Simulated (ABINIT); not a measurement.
Crystal: Ag.

```
Ag
1.0
    -1.65565    1.65565    1.65565
     1.65565   -1.65565    1.65565
     1.65565    1.65565   -1.65565
Ag
1
Direct
  0.00000 0.00000 0.00000
```

This isn't the form of Ag at room conditions, which is fcc.

- Program: ABINIT 10.8.3 (patched build)
- Task: single point
- Functional: PBE
- Potentials or basis: JTH PAW PBE v2.0
- Cutoff: 463 eV
- k mesh: 11 × 11 × 11
- Occupations: fermi-dirac, width 0.05 eV
- Spin: no spin polarisation

On this cell: pressure -0.8 GPa; band gap on the k mesh none (metal or under the smearing width).

The same run follows on a disturbed copy (cell strained at random at fixed volume):

```
Ag
1.0
    -1.66744    1.70967    1.67800
     1.64484   -1.66248    1.60821
     1.64974    1.64478   -1.63081
Ag
1
Cartesian
  -0.0324 0.0239 -0.0218
```

Task: What does the disturbed cell give?

Result: The energy (extrapolated to zero smearing) moves by +2.6 meV/atom; pressure -0.7 GPa; band gap on the k mesh none (metal or under the smearing width).

Stress tensor (GPa, compression positive):
```
-0.74  0.53  0.65
 0.53 -0.49 -1.56
 0.65 -1.56 -0.88
```
